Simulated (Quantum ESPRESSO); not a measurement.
# BAs (F-43m) in Quantum ESPRESSO: notebook

The runs below take BAs through single point, equation of state, with rev-vdW-DF2.

All numbers are computed with Quantum ESPRESSO 7.5; they aren't measurements. Logs are shortened: lines on timing, memory, paths and dates and some standing lists are left out, and cuts for length are marked.

**The experiment to reproduce.**

“Basic Physical Properties of Cubic Boron Arsenide”, 2019, arxiv:1911.11281 quotes, for a bulk crystal of BAs: bulk modulus 148 GPa.

The results are compared with them further down.

## 1. The structure

It takes space group F-43m (No. 216, cubic). The conventional cell has a = 4.777 Å, b = 4.777 Å, c = 4.777 Å, α = 90.00°, β = 90.00°, γ = 90.00°. Around As (site symmetry -43m) lie 4 B at 2.07 Å. B (site symmetry -43m) has 4 As at 2.07 Å as nearest neighbours.

## 2. Single point, rev-vdW-DF2, 12.81 Å³/atom

The input, pw.in:

```
&CONTROL
  calculation = 'scf'
  prefix = 'pwscf'
  outdir = './tmp'
  pseudo_dir = './pseudo'
  tprnfor = .true.
  tstress = .true.
  disk_io = 'nowf'
/
&SYSTEM
  ibrav = 0
  nat = 2
  ntyp = 2
  ecutwfc = 84
  nbnd = 15
  input_dft = 'vdw-df2-b86r'
  occupations = 'smearing'
  smearing = 'fd'
  degauss = 0.00367493
/
&ELECTRONS
  conv_thr = 4d-10
  electron_maxstep = 120
  mixing_beta = 0.5
/
ATOMIC_SPECIES
As    74.9216 As.upf
B     10.8100 B.upf
CELL_PARAMETERS angstrom
   0.0000000000    2.3397414207    2.3397414207
   2.3397414207    0.0000000000    2.3397414207
   2.3397414207    2.3397414207    0.0000000000
ATOMIC_POSITIONS crystal
As     0.7500000000    0.7500000000    0.7500000000
B      0.0000000000    0.0000000000    0.0000000000
K_POINTS automatic
10 10 10 0 0 0
```

Potentials or basis: PseudoDojo 0.4.1 SR PBE standard.

Started as:

```console
$ OMP_NUM_THREADS=1 pw.x -in pw.in > pw.out
```

pw.out:

```text
This program is part of the open-source Quantum ESPRESSO suite
     for quantum simulation of materials; please cite
         "P. Giannozzi et al., J. Phys.:Condens. Matter 21 395502 (2009);
         "P. Giannozzi et al., J. Phys.:Condens. Matter 29 465901 (2017);
         "P. Giannozzi et al., J. Chem. Phys. 152 154105 (2020);
     in publications or presentations arising from this work. More details at

     IMPORTANT: XC functional enforced from input :
     Exchange-correlation= VDW-DF2-B86R
                           (   1   4  26   0   2   0   0)
     Any further DFT definition will be discarded
     Please, verify this is what you really want

     Message from routine setup:
     using ibrav=0 with symmetry is DISCOURAGED, use correct ibrav instead

     G-vector sticks info
     --------------------
     sticks:   dense  smooth     PW     G-vecs:    dense   smooth      PW
     Sum         913     913    271                18053    18053    2975

     Using Slab Decomposition

     bravais-lattice index     =            0
     lattice parameter (alat)  =       6.2529  a.u.
     unit-cell volume          =     172.8742 (a.u.)^3
     number of atoms/cell      =            2
     number of atomic types    =            2
     number of electrons       =        18.00
     number of Kohn-Sham states=           15
     kinetic-energy cutoff     =      84.0000  Ry
     charge density cutoff     =     336.0000  Ry
     scf convergence threshold =      4.0E-10
     mixing beta               =       0.5000
     number of iterations used =            8  plain     mixing
     Exchange-correlation= VDW-DF2-B86R
                           (   1   4  26   0   2   0   0)

     celldm(1)=   6.252904  celldm(2)=   0.000000  celldm(3)=   0.000000
     celldm(4)=   0.000000  celldm(5)=   0.000000  celldm(6)=   0.000000

     crystal axes: (cart. coord. in units of alat)
               a(1) = (   0.000000   0.707107   0.707107 )
               a(2) = (   0.707107   0.000000   0.707107 )
               a(3) = (   0.707107   0.707107   0.000000 )

     reciprocal axes: (cart. coord. in units 2 pi/alat)
               b(1) = ( -0.707107  0.707107  0.707107 )
               b(2) = (  0.707107 -0.707107  0.707107 )
               b(3) = (  0.707107  0.707107 -0.707107 )

     PseudoPot. # 1 for As read from file:
     As.upf
     Pseudo is Norm-conserving + core correction, Zval = 15.0
     Generated using ONCVPSP code by D. R. Hamann
     Using radial grid of 1358 points,  6 beta functions with:
                l(1) =   0
                l(2) =   0
                l(3) =   1
                l(4) =   1
                l(5) =   2
                l(6) =   2

     PseudoPot. # 2 for B  read from file:
     B.upf
     Pseudo is Norm-conserving + core correction, Zval =  3.0
     Generated using ONCVPSP code by D. R. Hamann
     Using radial grid of 1534 points,  4 beta functions with:
                l(1) =   0
                l(2) =   0
                l(3) =   1
                l(4) =   1

     atomic species   valence    mass     pseudopotential
     As               15.00    74.92160     As( 1.00)
     B                 3.00    10.81000     B ( 1.00)

     24 Sym. Ops. (no inversion) found

   Cartesian axes

     site n.     atom                  positions (alat units)
         1        As     tau(   1) = (   1.0606602   1.0606602   1.0606602  )
         2        B      tau(   2) = (   0.0000000   0.0000000   0.0000000  )

     number of k points=    47  Fermi-Dirac smearing, width (Ry)=  0.0037
                       cart. coord. in units 2pi/alat
        k(    1) = (   0.0000000   0.0000000   0.0000000), wk =   0.0020000
        k(    2) = (   0.0707107   0.0707107  -0.0707107), wk =   0.0160000
        k(    3) = (   0.1414214   0.1414214  -0.1414214), wk =   0.0160000
        k(    4) = (   0.2121320   0.2121320  -0.2121320), wk =   0.0160000
        k(    5) = (   0.2828427   0.2828427  -0.2828427), wk =   0.0160000
        k(    6) = (  -0.3535534  -0.3535534   0.3535534), wk =   0.0080000
[... 39 lines left out ...]
        k(   46) = (  -0.0707107  -0.3535534   0.6363961), wk =   0.0480000
        k(   47) = (  -0.7071068   0.2828427   0.0000000), wk =   0.0240000

     Dense  grid:    18053 G-vectors     FFT dimensions: (  40,  40,  40)

     Initial potential from superposition of free atoms

     starting charge      17.9995, renormalised to      18.0000

     %%%%%%%%%%%%%%%%%%%%%%%%%%%%%%%%%%%%%%%%%%%%%%%%%%%%%%%%%%%%%%%%%%%%%%%%
     %                                                                      %
     % You are using vdW-DF, which was implemented by the Thonhauser group. %
     % Please cite the following two papers that made this development      %
     % possible and the two reviews that describe the various versions:     %
     %                                                                      %
     %   T. Thonhauser et al., PRL 115, 136402 (2015).                      %
     %   T. Thonhauser et al., PRB 76, 125112 (2007).                       %
     %   K. Berland et al., Rep. Prog. Phys. 78, 066501 (2015).             %
     %   D.C. Langreth et al., J. Phys.: Condens. Matter 21, 084203 (2009). %
     %                                                                      %
     % If you are calculating stress with vdW-DF, please also cite:         %
     %                                                                      %
     %   R. Sabatini et al., J. Phys.: Condens. Matter 24, 424209 (2012).   %
     %                                                                      %
     %%%%%%%%%%%%%%%%%%%%%%%%%%%%%%%%%%%%%%%%%%%%%%%%%%%%%%%%%%%%%%%%%%%%%%%%

     %%%%%%%%%%%%%%%%%%%%%%%%%%%%%%%%%%%%%%%%%%%%%%%%%%%%%%%%%%%%%%%%%%%%%%%%
     %                                                                      %
     %  vdW-DF NEWS:                                                        %
     %                                                                      %
     %  * vdW-DF3 is now available. DOI: 10.1021/acs.jctc.0c00471           %
     %    use with input_dft = 'vdW-DF3-opt1' or 'vdW-DF3-opt2'             %
     %                                                                      %
     %  * Unscreened and range-separated hybrid vdW-DF-cx functionals       %
     %    DOI: 10.1063/1.4986522 and 10.1088/1361-648X/ac2ad2               %
     %    use with input_dft = 'vdW-DF-cx0'    and 'vdW-DF-ahcx'            %
     %  * Unscreened and range-separated hybrid vdW-DF2-b86r functionals    %
     %    DOI: 10.1063/1.4986522 and DOI: 10.1103/PhysRevX.12.041003        %
     %    use with input_dft = 'vdW-DF2-br0' and 'vdW-DF2-ahbr'             %
     %                                                                      %
     %%%%%%%%%%%%%%%%%%%%%%%%%%%%%%%%%%%%%%%%%%%%%%%%%%%%%%%%%%%%%%%%%%%%%%%%

     Starting wfcs are   13 randomized atomic wfcs +    2 random wfcs

     Self-consistent Calculation

     iteration #  1     ecut=    84.00 Ry     beta= 0.50
     Davidson diagonalization with overlap
     ethr =  1.00E-02,  avg # of iterations =  5.6

     Threshold (ethr) on eigenvalues was too large:
     Diagonalizing with lowered threshold

     Davidson diagonalization with overlap
     ethr =  9.07E-04,  avg # of iterations =  1.2

     total energy              =    -217.74712106 Ry
     estimated scf accuracy    <       0.16407464 Ry

     iteration #  2     ecut=    84.00 Ry     beta= 0.50
     Davidson diagonalization with overlap
     ethr =  9.12E-04,  avg # of iterations =  1.9

     total energy              =    -217.77431994 Ry
     estimated scf accuracy    <       0.01129836 Ry

     iteration #  3     ecut=    84.00 Ry     beta= 0.50
     Davidson diagonalization with overlap
     ethr =  6.28E-05,  avg # of iterations =  3.4

     total energy              =    -217.77495900 Ry
     estimated scf accuracy    <       0.00170613 Ry
[... 26 lines left out ...]
     total energy              =    -217.77509327 Ry
     estimated scf accuracy    <          3.1E-09 Ry

     iteration #  8     ecut=    84.00 Ry     beta= 0.50
     Davidson diagonalization with overlap
     ethr =  1.70E-11,  avg # of iterations =  2.6

     total energy              =    -217.77509327 Ry
     estimated scf accuracy    <          4.9E-10 Ry

     iteration #  9     ecut=    84.00 Ry     beta= 0.50
     Davidson diagonalization with overlap
     ethr =  2.70E-12,  avg # of iterations =  2.0

     End of self-consistent calculation

          k = 0.0000 0.0000 0.0000 (  2229 PWs)   bands (ev):

   -23.4660 -23.4660 -23.4660 -23.4380 -23.4380  -3.7486  12.2436  12.2436
    12.2436  15.6215  15.6215  15.6215  17.6770  22.1760  25.7986

          k = 0.0707 0.0707-0.0707 (  2214 PWs)   bands (ev):

   -23.4656 -23.4650 -23.4650 -23.4379 -23.4379  -3.5759  10.8090  11.9216
    11.9216  15.8800  16.0447  16.0447  18.4425  22.8533  24.5698

          k = 0.1414 0.1414-0.1414 (  2220 PWs)   bands (ev):

   -23.4645 -23.4626 -23.4626 -23.4376 -23.4376  -3.0655   8.3473  11.3126
    11.3126  15.7671  16.7986  16.7986  19.9431  23.7926  23.8688

          k = 0.2121 0.2121-0.2121 (  2235 PWs)   bands (ev):

   -23.4632 -23.4602 -23.4602 -23.4365 -23.4365  -2.2526   5.9458  10.7768
    10.7768  15.5359  17.2019  17.2019  21.0676  24.0223  24.2846
[... 118 lines left out ...]
   -23.4722 -23.4470 -23.4470 -23.4454 -23.4309  -0.3138   4.7155   8.1560
     8.1560  13.4234  14.5229  23.1655  23.1655  25.1550  29.9378

          k =-0.0707-0.6364 0.6364 (  2247 PWs)   bands (ev):

   -23.4714 -23.4467 -23.4460 -23.4451 -23.4308   0.4128   3.8649   7.3748
     8.0796  13.7931  14.7799  23.4110  23.4185  25.3543  29.7309

          k = 0.0000-0.5657 0.5657 (  2253 PWs)   bands (ev):

   -23.4684 -23.4485 -23.4469 -23.4436 -23.4322   0.7343   3.7061   6.2607
     8.3246  14.0952  16.7776  22.5699  22.9655  24.0741  27.1081

          k =-0.7071 0.0000 0.0000 (  2272 PWs)   bands (ev):

   -23.4728 -23.4463 -23.4450 -23.4450 -23.4302   0.6964   3.4206   7.9174
     7.9174  13.6733  13.6890  24.2032  24.2032  25.6835  30.4823

          k = 0.2828 0.1414 0.0000 (  2240 PWs)   bands (ev):

   -23.4664 -23.4591 -23.4589 -23.4398 -23.4354  -2.6158   8.0553   9.1978
    10.7980  15.4093  17.5957  18.6258  18.8225  22.8830  25.3767

          k = 0.3536 0.2121-0.0707 (  2249 PWs)   bands (ev):

   -23.4648 -23.4577 -23.4562 -23.4395 -23.4345  -1.8161   6.1277   8.4645
    10.2090  15.9822  17.5523  18.7310  19.5740  23.5588  25.6675

          k =-0.2828-0.4243 0.5657 (  2256 PWs)   bands (ev):

   -23.4625 -23.4577 -23.4544 -23.4380 -23.4343  -0.8555   4.2884   8.2189
     9.6558  16.1888  17.2109  19.1734  20.6807  24.1527  26.0588

          k =-0.2121-0.3536 0.4950 (  2244 PWs)   bands (ev):

   -23.4613 -23.4581 -23.4539 -23.4369 -23.4346  -0.2888   3.4128   8.1688
     9.4299  16.2352  17.0231  19.2566  21.7747  23.7565  26.8687
[... 28 lines left out ...]
   -23.4697 -23.4497 -23.4472 -23.4439 -23.4317  -0.1705   4.6535   7.5047
     7.9127  14.5451  15.4912  21.4090  23.1153  25.0581  28.6835

          k =-0.0707-0.4950 0.6364 (  2243 PWs)   bands (ev):

   -23.4669 -23.4511 -23.4465 -23.4429 -23.4326   0.5475   3.9652   6.4930
     7.8026  15.0828  16.9467  20.9563  22.6694  24.4565  27.9578

          k =-0.0000-0.4243 0.5657 (  2246 PWs)   bands (ev):

   -23.4634 -23.4542 -23.4475 -23.4409 -23.4343   0.5658   4.0213   5.8685
     8.2005  15.5104  19.1490  20.2201  21.2358  23.5219  26.3860

          k =-0.7071 0.1414 0.0000 (  2242 PWs)   bands (ev):

   -23.4703 -23.4476 -23.4458 -23.4443 -23.4312   0.7568   3.5717   7.3622
     7.4377  14.7076  14.7847  23.0070  23.3097  25.2640  29.1230

          k =-0.1414-0.4243 0.7071 (  2254 PWs)   bands (ev):

   -23.4635 -23.4554 -23.4474 -23.4412 -23.4338   0.1930   4.3903   6.4447
     7.8171  16.8070  17.7398  18.6924  22.4048  23.8096  27.1283

          k =-0.0707-0.3536 0.6364 (  2248 PWs)   bands (ev):

   -23.4614 -23.4568 -23.4465 -23.4410 -23.4342   0.6399   4.0070   6.1958
     7.4541  17.1094  18.2468  19.4472  20.6637  24.1746  27.7285

          k =-0.7071 0.2828 0.0000 (  2250 PWs)   bands (ev):

   -23.4638 -23.4541 -23.4456 -23.4421 -23.4335   0.8614   3.8872   6.5414
     6.8097  16.8899  17.3167  20.4730  20.5123  25.1172  28.6237

     the Fermi energy is    12.8162 ev

!    total energy              =    -217.77509327 Ry
     estimated scf accuracy    <          8.0E-12 Ry
     smearing contrib. (-TS)   =      -0.00000001 Ry
     internal energy E=F+TS    =    -217.77509327 Ry

     The total energy is F=E-TS. E is the sum of the following terms:
     one-electron contribution =     -97.90746230 Ry
     hartree contribution      =      59.42364393 Ry
     xc contribution           =     -49.80585077 Ry
     ewald contribution        =    -129.48542412 Ry

     convergence has been achieved in   9 iterations

     Forces acting on atoms (cartesian axes, Ry/au):

     atom    1 type  1   force =    -0.00000000   -0.00000000    0.00000000
     atom    2 type  2   force =     0.00000000    0.00000000    0.00000000

     Total force =     0.000000     Total SCF correction =     0.000000

     Computing stress (Cartesian axis) and pressure

          total   stress  (Ry/bohr**3)                   (kbar)     P=      109.07
   0.00074142  -0.00000000   0.00000000          109.07       -0.00        0.00
  -0.00000000   0.00074142   0.00000000           -0.00      109.07        0.00
   0.00000000   0.00000000   0.00074142            0.00        0.00      109.07

=------------------------------------------------------------------------------=
   JOB DONE.
=------------------------------------------------------------------------------=
```

Wall time 1.9 min (1 thread of Intel Xeon at 2.70GHz, shared host); peak memory 0.11 GiB.

Results:

```
Free energy            : -2962.9811 eV
Pressure               : 10.9 GPa
Band gap on the k mesh : 1.18 eV, indirect (least direct gap 3.38 eV)
```

Caveat: the potentials were made for another functional, which shifts forces and pressure.

## 3. Single point, rev-vdW-DF2, 13.08 Å³/atom

pw.in: that of step 2 with these lines changed.

```diff
@@ -29,5 +29,5 @@
 CELL_PARAMETERS angstrom
-   0.0000000000    2.3397414207    2.3397414207
-   2.3397414207    0.0000000000    2.3397414207
-   2.3397414207    2.3397414207    0.0000000000
+   0.0000000000    2.3562190158    2.3562190158
+   2.3562190158    0.0000000000    2.3562190158
+   2.3562190158    2.3562190158    0.0000000000
 ATOMIC_POSITIONS crystal
```

Potentials or basis: PseudoDojo 0.4.1 SR PBE standard.

Started as:

```console
$ OMP_NUM_THREADS=1 pw.x -in pw.in > pw.out
```

Wall time 1.8 min (1 thread of Intel Xeon at 2.70GHz, shared host); peak memory 0.11 GiB.

The run converged. Its results:

- Free energy: -2963.0120 eV
- Pressure: 7.3 GPa
- Band gap on the k mesh: 1.20 eV, indirect (least direct gap 3.35 eV)

Caveat: the potentials were made for another functional, which shifts forces and pressure.

## 4. Single point, rev-vdW-DF2, 13.35 Å³/atom

pw.in: that of step 3 with these lines changed.

```diff
@@ -29,5 +29,5 @@
 CELL_PARAMETERS angstrom
-   0.0000000000    2.3562190158    2.3562190158
-   2.3562190158    0.0000000000    2.3562190158
-   2.3562190158    2.3562190158    0.0000000000
+   0.0000000000    2.3724693156    2.3724693156
+   2.3724693156    0.0000000000    2.3724693156
+   2.3724693156    2.3724693156    0.0000000000
 ATOMIC_POSITIONS crystal
```

Started as:

```console
$ OMP_NUM_THREADS=1 pw.x -in pw.in > pw.out
```

Run time: 1.8 min. Hardware: 1 thread of Intel Xeon at 2.70GHz, shared host; peak memory 0.11 GiB.

Results (log left out):

```
Free energy            : -2963.0314 eV
Pressure               : 4.1 GPa
Band gap on the k mesh : 1.22 eV, indirect (least direct gap 3.32 eV)
```

Caveat: the potentials were made for another functional, which shifts forces and pressure.

## 5. Single point, rev-vdW-DF2, 13.63 Å³/atom

pw.in: that of step 4 with these lines changed.

```diff
@@ -29,5 +29,5 @@
 CELL_PARAMETERS angstrom
-   0.0000000000    2.3724693156    2.3724693156
-   2.3724693156    0.0000000000    2.3724693156
-   2.3724693156    2.3724693156    0.0000000000
+   0.0000000000    2.3885000000    2.3885000000
+   2.3885000000    0.0000000000    2.3885000000
+   2.3885000000    2.3885000000    0.0000000000
 ATOMIC_POSITIONS crystal
```

Started as:

```console
$ OMP_NUM_THREADS=1 pw.x -in pw.in > pw.out
```

It took 1.8 min on 1 thread of Intel Xeon at 2.70GHz, shared host; peak memory 0.11 GiB.

It converged, with:

```yaml
Free_energy: -2963.0403 eV
Pressure: 1.2 GPa
Band_gap_on_the_k_mesh: 1.24 eV, indirect (least direct gap 3.30 eV)
```

Caveat: the potentials were made for another functional, which shifts forces and pressure.

## 6. Single point, rev-vdW-DF2, 13.90 Å³/atom

pw.in: that of step 5 with these lines changed.

```diff
@@ -29,5 +29,5 @@
 CELL_PARAMETERS angstrom
-   0.0000000000    2.3885000000    2.3885000000
-   2.3885000000    0.0000000000    2.3885000000
-   2.3885000000    2.3885000000    0.0000000000
+   0.0000000000    2.4043183418    2.4043183418
+   2.4043183418    0.0000000000    2.4043183418
+   2.4043183418    2.4043183418    0.0000000000
 ATOMIC_POSITIONS crystal
```

Potentials or basis: PseudoDojo 0.4.1 SR PBE standard.

Started as:

```console
$ OMP_NUM_THREADS=1 pw.x -in pw.in > pw.out
```

Wall time 1.8 min (1 thread of Intel Xeon at 2.70GHz, shared host); peak memory 0.12 GiB.

Results (log left out):

| Item | Value |
| --- | --- |
| Free energy | -2963.0398 eV |
| Pressure | -1.5 GPa |
| Band gap on the k mesh | 1.25 eV, indirect (least direct gap 3.28 eV) |

Caveat: the potentials were made for another functional, which shifts forces and pressure.

## 7. Single point, rev-vdW-DF2, 14.17 Å³/atom

pw.in: that of step 6 with these lines changed.

```diff
@@ -29,5 +29,5 @@
 CELL_PARAMETERS angstrom
-   0.0000000000    2.4043183418    2.4043183418
-   2.4043183418    0.0000000000    2.4043183418
-   2.4043183418    2.4043183418    0.0000000000
+   0.0000000000    2.4199312360    2.4199312360
+   2.4199312360    0.0000000000    2.4199312360
+   2.4199312360    2.4199312360    0.0000000000
 ATOMIC_POSITIONS crystal
```

Started as:

```console
$ OMP_NUM_THREADS=1 pw.x -in pw.in > pw.out
```

Wall time 1.8 min (1 thread of Intel Xeon at 2.70GHz, shared host); peak memory 0.12 GiB.

It converged, with:

* Free energy: -2963.0307 eV
* Pressure: -3.9 GPa
* Band gap on the k mesh: 1.27 eV, indirect (least direct gap 3.25 eV)

Caveat: the potentials were made for another functional, which shifts forces and pressure.

## 8. Single point, rev-vdW-DF2, 14.44 Å³/atom

pw.in: that of step 7 with these lines changed.

```diff
@@ -29,5 +29,5 @@
 CELL_PARAMETERS angstrom
-   0.0000000000    2.4199312360    2.4199312360
-   2.4199312360    0.0000000000    2.4199312360
-   2.4199312360    2.4199312360    0.0000000000
+   0.0000000000    2.4353452264    2.4353452264
+   2.4353452264    0.0000000000    2.4353452264
+   2.4353452264    2.4353452264    0.0000000000
 ATOMIC_POSITIONS crystal
```

Started as:

```console
$ OMP_NUM_THREADS=1 pw.x -in pw.in > pw.out
```

Run time: 2.3 min. Hardware: 1 thread of Intel Xeon at 2.70GHz, shared host; peak memory 0.12 GiB.

It converged, with:

| Property | Result |
| --- | --- |
| Free energy | -2963.0139 eV |
| Pressure | -6.0 GPa |
| Band gap on the k mesh | 1.29 eV, indirect (least direct gap 3.23 eV) |

Caveat: the potentials were made for another functional, which shifts forces and pressure.

## 9. Equation of state, rev-vdW-DF2

Potentials or basis: PseudoDojo 0.4.1 SR PBE standard.

No new run: the results of the series are fitted here.

What came out:

| Item | Value |
| --- | --- |
| Equilibrium volume | 13.74 Å³/atom |
| Bulk modulus | 134 GPa |
| Pressure derivative of the bulk modulus | 4.1 |

Energy against volume, from the lowest point:
```csv
volume (Å³/atom),energy (meV/atom)
12.809,29.61
13.081,14.14
13.354,4.45
13.626,0.00
13.899,0.28
14.171,4.82
14.444,13.22
```

Caveat: the potentials were made for another functional, which shifts forces and pressure.

## 10. Against experiment

Step 9. Against the measured bulk modulus of BAs, 148 GPa (quoted in “Basic Physical Properties of Cubic Boron Arsenide”, 2019, arxiv:1911.11281), the calculated 134 GPa is off by -9.5 %. The fit is for a static lattice scaled at fixed shape and fixed fractional positions.
